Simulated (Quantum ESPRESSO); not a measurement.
**Sn: single point with Q2D**

Sn:

```
Sn
1.0
    -1.89114    1.89779    1.87320
     1.89711   -1.92154    1.90292
     1.88324    1.91364   -1.89694
Sn
1
Direct
  0.00000 0.00000 0.00000
```

This isn't the form of Sn at room conditions, which is tetragonal (white tin).

- Program: Quantum ESPRESSO 7.5
- Task: single point
- Functional: Q2D
- Potentials or basis: SG15 PBE 1.2
- Cutoff: 952 eV
- Density cutoff: 3810 eV
- k mesh: 10 × 10 × 10
- Occupations: tetrahedra_opt
- Spin: no spin polarisation
- Mixing beta: 0.5
- Most SCF iterations: 120
- SCF threshold: 2e-10 Ry

The pressure is -4.1 GPa and the band gap on the k mesh is none (metal or under the smearing width).

Stress tensor (GPa, compression positive):
```
-4.51  0.27  0.22
 0.27 -3.10  0.33
 0.22  0.33 -4.79
```

Levels at points of the mesh, in eV from the Fermi level:
```csv
k point,band 4,band 5,band 6,band 7,band 8,band 9,band 10,band 11
"(0.00, 0.00, 0.00)",-20.98,-20.98,-11.10,7.86,8.03,8.12,12.32,12.45
"(0.00, 0.00, -0.50)",-20.98,-20.89,-6.38,-4.45,3.65,5.54,7.89,8.34
"(0.00, -0.50, 0.00)",-20.98,-20.90,-6.38,-4.44,3.59,5.40,7.84,8.17
"(0.00, -0.50, -0.50)",-20.98,-20.90,-6.51,-4.48,3.77,5.56,8.06,8.31
"(-0.50, 0.00, 0.00)",-20.99,-20.89,-6.31,-4.42,3.58,5.48,7.86,8.24
"(-0.50, 0.00, -0.50)",-20.98,-20.89,-6.33,-4.42,3.54,5.38,7.75,8.20
"(-0.50, -0.50, 0.00)",-20.98,-20.90,-6.45,-4.46,3.72,5.56,7.99,8.33
"(-0.50, -0.50, -0.50)",-20.91,-20.91,-2.43,-0.59,-0.43,-0.37,3.75,3.83
```

It took 89 s on 1 thread of Intel(R) Xeon(R) 6975P-C (Granite Rapids), on a shared host, peak memory 0.22 GiB.

Caveat: the potentials were made for another functional, which shifts forces and pressure.
